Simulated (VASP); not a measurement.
HfB2: single point with LDA+U

HfB2:

```
Hf B
1.0
     3.14000    0.00000    0.00000
    -1.57000    2.71932    0.00000
     0.00000    0.00000    3.48000
Hf B
1 2
Cartesian
  0.0000 0.0000 0.0000
  1.5700 0.9064 1.7400
  0.0000 1.8129 1.7400
```

| Quantity | Value |
| --- | --- |
| Program | VASP 6.6.1 |
| Task | single point |
| Functional | LDA |
| Potentials or basis | VASP PAW LDA potentials, release 64 (Hf_pv, B) |
| Cutoff | 520 eV |
| k mesh | 10 × 10 × 8 |
| Occupations | fermi-dirac, width 0.05 eV |
| Spin | no spin polarisation |
| Hubbard terms | Hf d U = 4 eV |
| Further INCAR settings | ALGO = Fast; EDIFF = 1e-07; NBANDS = 15 |

```yaml
Pressure: 1.8 GPa
Band_gap_on_the_k_mesh: none (metal or under the smearing width)
```

Stress tensor (GPa, compression positive):
```
0.38 0.00 0.00
0.00 0.38 0.00
0.00 0.00 4.53
```

Levels at points of the mesh, in eV from the Fermi level:
| k point | band 5 | band 6 | band 7 | band 8 | band 9 | band 10 | band 11 | band 12 |
| --- | --- | --- | --- | --- | --- | --- | --- | --- |
| (0.00, 0.00, 0.00) | -3.03 | -2.91 | -2.91 | -2.91 | 4.36 | 4.75 | 4.75 | 4.76 |
| (0.50, 0.00, 0.00) | -9.13 | -4.06 | -3.62 | -2.71 | 1.84 | 3.03 | 5.70 | 5.91 |
| (0.00, 0.00, 0.50) | -8.70 | -1.37 | -1.37 | 0.47 | 0.47 | 1.23 | 1.23 | 2.49 |
| (0.50, 0.00, 0.50) | -7.63 | -4.98 | -4.75 | -2.97 | 3.83 | 4.37 | 6.57 | 7.44 |

Eigenvalues of the final occupation matrices:
```
    site  spin  trace               eigenvalues
site 1 d     1   0.88  0.16 0.18 0.18 0.19 0.19
site 1 d     2   0.88  0.16 0.18 0.18 0.19 0.19
```

It took 16 s on 1 thread of Intel(R) Xeon(R) Platinum 8488C (Sapphire Rapids), with other jobs on the host, peak memory 0.15 GiB.

Caveat: U without spin polarisation on a metal has little footing; the U is typed as a test and isn't derived for this compound. The run has no spin-orbit coupling, so splittings on Hf are missing.
